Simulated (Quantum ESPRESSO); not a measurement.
# As (P-1) in Quantum ESPRESSO: convergence with k mesh

Aim: find how far k mesh must go before the results for As settle, at PBE. This setting moves, with any that are tied to it; all else stays.

Everything below comes from runs of Quantum ESPRESSO 7.5. Logs are shortened: lines on timing, memory, paths and dates and some standing lists are left out, and cuts for length are marked.

### 1 The cell of the first run

The typed cell holds 2 atoms: a = 4.131 Å, b = 4.131 Å, c = 4.131 Å, α = 54.17°, β = 54.17°, γ = 54.17°.

The cell isn't the ideal one: atoms moved at random, drawn with an rms of 0.05 Å.

### 2 With k mesh 1 × 1 × 1

The input, pw.in:

```
&CONTROL
  calculation = 'scf'
  prefix = 'pwscf'
  outdir = './tmp'
  pseudo_dir = './pseudo'
  tprnfor = .true.
  tstress = .true.
  disk_io = 'nowf'
/
&SYSTEM
  ibrav = 0
  nat = 2
  ntyp = 1
  ecutwfc = 70
  nbnd = 10
  occupations = 'smearing'
  smearing = 'mp'
  degauss = 0.00367493
/
&ELECTRONS
  conv_thr = 4d-10
  electron_maxstep = 120
  mixing_beta = 0.5
/
ATOMIC_SPECIES
As    74.9216 As_ONCV_PBE-1.2.upf
CELL_PARAMETERS angstrom
   1.8807968987    1.0858785957    3.5140619945
  -1.8807968987    1.0858785957    3.5140619945
   0.0000000000   -2.1717571915    3.5140619945
ATOMIC_POSITIONS crystal
As     0.2118200000    0.2247440000    0.2328240000
As     0.7755240000    0.7755010000    0.7681290000
K_POINTS automatic
1 1 1 0 0 0
```

Potentials or basis: SG15 PBE 1.2.

Launch:

```bash
OMP_NUM_THREADS=1 pw.x -in pw.in > pw.out
```

Run time: 1.2 s. Hardware: 1 thread of Arm Neoverse V1, shared host; peak memory 0.05 GiB.

Results:

```yaml
Free_energy: -334.5152 eV
Pressure: 68.4 GPa
Largest_force: 4.113 eV/Å
Band_gap_on_the_k_mesh: 3.39 eV, direct
```

### 3 With k mesh 3 × 3 × 3

pw.in, as its differences from that of step 2:

```diff
@@ -34,2 +34,2 @@
 K_POINTS automatic
-1 1 1 0 0 0
+3 3 3 0 0 0
```

Potentials or basis: SG15 PBE 1.2.

Launch:

```bash
OMP_NUM_THREADS=1 pw.x -in pw.in > pw.out
```

Wall time 8.4 s (1 thread of Arm Neoverse V1, shared host); peak memory 0.05 GiB.

Results:

* Free energy: -345.1521 eV
* Pressure: 5.1 GPa
* Largest force: 0.471 eV/Å
* Band gap on the k mesh: 1.33 eV, indirect (least direct gap 1.68 eV)

### 4 With k mesh 4 × 4 × 4

pw.in, as its differences from that of step 3:

```diff
@@ -34,2 +34,2 @@
 K_POINTS automatic
-3 3 3 0 0 0
+4 4 4 0 0 0
```

Launch:

```bash
OMP_NUM_THREADS=1 pw.x -in pw.in > pw.out
```

Run time: 21 s. Hardware: 1 thread of Arm Neoverse V1, shared host; peak memory 0.06 GiB.

Results:

```yaml
Free_energy: -345.0994 eV
Pressure: 4.5 GPa
Largest_force: 0.429 eV/Å
Band_gap_on_the_k_mesh: 0.05 eV, indirect (least direct gap 0.05 eV)
```

### 5 With k mesh 5 × 5 × 5

pw.in, as its differences from that of step 4:

```diff
@@ -34,2 +34,2 @@
 K_POINTS automatic
-4 4 4 0 0 0
+5 5 5 0 0 0
```

Launch:

```bash
OMP_NUM_THREADS=1 pw.x -in pw.in > pw.out
```

Wall time 36 s (1 thread of Arm Neoverse V1, shared host); peak memory 0.07 GiB.

Results:

- Free energy: -345.0707 eV
- Pressure: 4.3 GPa
- Largest force: 0.583 eV/Å
- Band gap on the k mesh: 0.02 eV, indirect (least direct gap 0.52 eV)

### 6 With k mesh 7 × 7 × 7

pw.in, as its differences from that of step 5:

```diff
@@ -34,2 +34,2 @@
 K_POINTS automatic
-5 5 5 0 0 0
+7 7 7 0 0 0
```

Potentials or basis: SG15 PBE 1.2.

Launch:

```bash
OMP_NUM_THREADS=1 pw.x -in pw.in > pw.out
```

Wall time 99 s (1 thread of Arm Neoverse V1, shared host); peak memory 0.12 GiB.

The run converged. Its results:

```yaml
Free_energy: -345.0377 eV
Pressure: 4.5 GPa
Largest_force: 0.738 eV/Å
Band_gap_on_the_k_mesh: none (metal or under the smearing width)
```

### 7 With k mesh 8 × 8 × 8

pw.in, as its differences from that of step 6:

```diff
@@ -34,2 +34,2 @@
 K_POINTS automatic
-7 7 7 0 0 0
+8 8 8 0 0 0
```

Launch:

```bash
OMP_NUM_THREADS=1 pw.x -in pw.in > pw.out
```

Wall time 2.5 min (1 thread of Arm Neoverse V1, shared host); peak memory 0.16 GiB.

The run converged. Its results:

```
Free energy            : -345.0265 eV
Pressure               : 4.6 GPa
Largest force          : 0.766 eV/Å
Band gap on the k mesh : none (metal or under the smearing width)
```

### 8 With k mesh 9 × 9 × 9

pw.in, as its differences from that of step 7:

```diff
@@ -34,2 +34,2 @@
 K_POINTS automatic
-8 8 8 0 0 0
+9 9 9 0 0 0
```

Launch:

```bash
OMP_NUM_THREADS=1 pw.x -in pw.in > pw.out
```

It took 3.4 min on 1 thread of Arm Neoverse V1, shared host; peak memory 0.21 GiB.

Results (log left out):

```yaml
Free_energy: -345.0223 eV
Pressure: 4.6 GPa
Largest_force: 0.781 eV/Å
Band_gap_on_the_k_mesh: none (metal or under the smearing width)
```

### 9 With k mesh 11 × 11 × 11

pw.in, as its differences from that of step 8:

```diff
@@ -34,2 +34,2 @@
 K_POINTS automatic
-9 9 9 0 0 0
+11 11 11 0 0 0
```

Potentials or basis: SG15 PBE 1.2.

Launch:

```bash
OMP_NUM_THREADS=1 pw.x -in pw.in > pw.out
```

Run time: 6.2 min. Hardware: 1 thread of Arm Neoverse V1, shared host; peak memory 0.34 GiB.

It converged, with:

```
Free energy            : -345.0171 eV
Pressure               : 4.7 GPa
Largest force          : 0.774 eV/Å
Band gap on the k mesh : none (metal or under the smearing width)
```

### 10 With k mesh 13 × 13 × 13

pw.in, as its differences from that of step 9:

```diff
@@ -34,2 +34,2 @@
 K_POINTS automatic
-11 11 11 0 0 0
+13 13 13 0 0 0
```

Potentials or basis: SG15 PBE 1.2.

Launch:

```bash
OMP_NUM_THREADS=1 pw.x -in pw.in > pw.out
```

pw.out:

```text
This program is part of the open-source Quantum ESPRESSO suite
     for quantum simulation of materials; please cite
         "P. Giannozzi et al., J. Phys.:Condens. Matter 21 395502 (2009);
         "P. Giannozzi et al., J. Phys.:Condens. Matter 29 465901 (2017);
         "P. Giannozzi et al., J. Chem. Phys. 152 154105 (2020);
     in publications or presentations arising from this work. More details at

     G-vector sticks info
     --------------------
     sticks:   dense  smooth     PW     G-vecs:    dense   smooth      PW
     Sum        1087    1087    343                22937    22937    3985

     Using Slab Decomposition

     bravais-lattice index     =            0
     lattice parameter (alat)  =       7.8065  a.u.
     unit-cell volume          =     290.5899 (a.u.)^3
     number of atoms/cell      =            2
     number of atomic types    =            1
     number of electrons       =        10.00
     number of Kohn-Sham states=           10
     kinetic-energy cutoff     =      70.0000  Ry
     charge density cutoff     =     280.0000  Ry
     scf convergence threshold =      4.0E-10
     mixing beta               =       0.5000
     number of iterations used =            8  plain     mixing
     Exchange-correlation= PBE
                           (   1   4   3   4   0   0   0)

     celldm(1)=   7.806459  celldm(2)=   0.000000  celldm(3)=   0.000000
     celldm(4)=   0.000000  celldm(5)=   0.000000  celldm(6)=   0.000000

     crystal axes: (cart. coord. in units of alat)
               a(1) = (   0.455289   0.262861   0.850656 )
               a(2) = (  -0.455289   0.262861   0.850656 )
               a(3) = (   0.000000  -0.525722   0.850656 )

     reciprocal axes: (cart. coord. in units 2 pi/alat)
               b(1) = (  1.098205  0.634049  0.391854 )
               b(2) = ( -1.098205  0.634049  0.391854 )
               b(3) = (  0.000000 -1.268098  0.391854 )

     PseudoPot. # 1 for As read from file:
     As_ONCV_PBE-1.2.upf
     Pseudo is Norm-conserving, Zval =  5.0
     Generated using ONCVPSP code by D. R. Hamann
     Using radial grid of  602 points,  6 beta functions with:
                l(1) =   0
                l(2) =   0
                l(3) =   1
                l(4) =   1
                l(5) =   2
                l(6) =   2

     atomic species   valence    mass     pseudopotential
     As                5.00    74.92160     As( 1.00)

     No symmetry found

   Cartesian axes

     site n.     atom                  positions (alat units)
         1        As     tau(   1) = (  -0.0058841  -0.0076450   0.5694193  )
         2        As     tau(   2) = (   0.0000105   0.0038817   1.9728034  )

     number of k points=  1099  Methfessel-Paxton smearing, width (Ry)=  0.0037

     Number of k-points >= 100: set verbosity='high' to print them.

     Dense  grid:    22937 G-vectors     FFT dimensions: (  45,  45,  45)

     Initial potential from superposition of free atoms

     starting charge       9.9361, renormalised to      10.0000
     Starting wfcs are random

     Self-consistent Calculation

     iteration #  1     ecut=    70.00 Ry     beta= 0.50
     Davidson diagonalization with overlap
     ethr =  1.00E-02,  avg # of iterations =  7.6

     Threshold (ethr) on eigenvalues was too large:
     Diagonalizing with lowered threshold

     Davidson diagonalization with overlap
     ethr =  1.22E-04,  avg # of iterations =  3.5

     total energy              =     -25.35815917 Ry
     estimated scf accuracy    <       0.01235166 Ry

     iteration #  2     ecut=    70.00 Ry     beta= 0.50
     Davidson diagonalization with overlap
     ethr =  1.24E-04,  avg # of iterations =  1.0

     total energy              =     -25.35802623 Ry
     estimated scf accuracy    <       0.00277053 Ry

     iteration #  3     ecut=    70.00 Ry     beta= 0.50
     Davidson diagonalization with overlap
     ethr =  2.77E-05,  avg # of iterations =  1.6

     total energy              =     -25.35806726 Ry
     estimated scf accuracy    <       0.00000973 Ry

     iteration #  4     ecut=    70.00 Ry     beta= 0.50
     Davidson diagonalization with overlap
     c_bands:  1 eigenvalues not converged
     c_bands:  1 eigenvalues not converged
     ethr =  9.73E-08,  avg # of iterations =  4.2

     total energy              =     -25.35806876 Ry
     estimated scf accuracy    <       0.00000045 Ry

     iteration #  5     ecut=    70.00 Ry     beta= 0.50
     Davidson diagonalization with overlap
     ethr =  4.55E-09,  avg # of iterations =  2.0

     total energy              =     -25.35806885 Ry
     estimated scf accuracy    <       0.00000002 Ry

     iteration #  6     ecut=    70.00 Ry     beta= 0.50
     Davidson diagonalization with overlap
     ethr =  2.18E-10,  avg # of iterations =  2.0

     total energy              =     -25.35806885 Ry
     estimated scf accuracy    <          1.8E-09 Ry

     iteration #  7     ecut=    70.00 Ry     beta= 0.50
     Davidson diagonalization with overlap
     ethr =  1.79E-11,  avg # of iterations =  1.7

     End of self-consistent calculation

     Number of k-points >= 100: set verbosity='high' to print the bands.

     the Fermi energy is     7.6627 ev

!    total energy              =     -25.35806885 Ry
     estimated scf accuracy    <          2.0E-11 Ry
     smearing contrib. (-TS)   =      -0.00000078 Ry
     internal energy E=F+TS    =     -25.35806807 Ry

     The total energy is F=E-TS. E is the sum of the following terms:
     one-electron contribution =       6.01052926 Ry
     hartree contribution      =       1.47680319 Ry
     xc contribution           =      -6.28860863 Ry
     ewald contribution        =     -26.55679190 Ry

     convergence has been achieved in   7 iterations

     Forces acting on atoms (cartesian axes, Ry/au):

     atom    1 type  1   force =     0.00493906    0.01133098    0.02746020
     atom    2 type  1   force =    -0.00493906   -0.01133098   -0.02746020

     Total force =     0.042588     Total SCF correction =     0.000001

     Computing stress (Cartesian axis) and pressure

          total   stress  (Ry/bohr**3)                   (kbar)     P=       47.01
   0.00029328  -0.00001789   0.00004369           43.14       -2.63        6.43
  -0.00001789   0.00037350   0.00009296           -2.63       54.94       13.67
   0.00004369   0.00009296   0.00029196            6.43       13.67       42.95

=------------------------------------------------------------------------------=
   JOB DONE.
=------------------------------------------------------------------------------=
```

Run time: 10 min. Hardware: 1 thread of Arm Neoverse V1, shared host; peak memory 0.53 GiB.

What came out:

| Item | Value |
| --- | --- |
| Free energy | -345.0141 eV |
| Pressure | 4.7 GPa |
| Largest force | 0.774 eV/Å |
| Band gap on the k mesh | none (metal or under the smearing width) |

### 11 Result

| k mesh | energy less the tightest run, at zero smearing (meV/atom) | pressure (GPa) | largest force (eV/Å) | SCF cycles | CPU time (s) | peak memory (GiB) |
| --- | --- | --- | --- | --- | --- | --- |
| 1 × 1 × 1 | 5249.43 | 68.41 | 4.113 | 9 | 1.2 | 0.05 |
| 3 × 3 × 3 | -69.00 | 5.14 | 0.471 | 7 | 8.4 | 0.05 |
| 4 × 4 × 4 | -42.62 | 4.54 | 0.429 | 7 | 21 | 0.06 |
| 5 × 5 × 5 | -28.21 | 4.28 | 0.583 | 7 | 36 | 0.07 |
| 7 × 7 × 7 | -11.73 | 4.52 | 0.738 | 7 | 99 | 0.12 |
| 8 × 8 × 8 | -6.18 | 4.62 | 0.766 | 7 | 150 | 0.16 |
| 9 × 9 × 9 | -4.11 | 4.62 | 0.781 | 7 | 200 | 0.21 |
| 11 × 11 × 11 | -1.49 | 4.66 | 0.774 | 7 | 370 | 0.34 |
| 13 × 13 × 13 | 0.00 | 4.70 | 0.774 | 7 | 620 | 0.53 |

Against the tightest run, the pressure stays within 0.1 GPa from 8 × 8 × 8 on; the largest force stays within 0.005 eV/Å from 11 × 11 × 11 on. Not settled before the last step: the energy (to 1 meV/atom). Meshes of other sizes hit other points, so gaps and Fermi surfaces needn't settle smoothly. The tightest run that finished is the yardstick and may itself not be fully converged.
